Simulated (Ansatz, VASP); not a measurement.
**One calculation of Sb, two programs**

```
Sb
1.0
     3.03867    0.00000    0.00000
     0.00000    3.03867    0.00000
     0.00000    0.00000    3.03867
Sb
1
Cartesian
  0.0000 0.0000 0.0000
```

Alike in both runs: functional LDA; k mesh 10 × 10 × 10; occupations fermi-dirac, width 0.05 eV; no spin polarisation.

Ansatz relaxed the structure, and its values are those at the end. VASP's run is a single point on that final structure, the one shown.

|  | VASP | Ansatz |
| --- | --- | --- |
| version | VASP 6.6.1 | Ansatz 0.2.0 |
| potentials or method | VASP PAW LDA potentials, release 64 (Sb), cutoff 520 eV | all-electron LAPW, scalar-relativistic |

|  | VASP | Ansatz | Ansatz less VASP |
| --- | --- | --- | --- |
| pressure (GPa) | 0.2 | 0.0 | -0.22 |

Ansatz ran all-electron here, so the differences hold the error of VASP's frozen core and of both bases.

Spin-orbit coupling is left out, which matters for the levels of Sb.
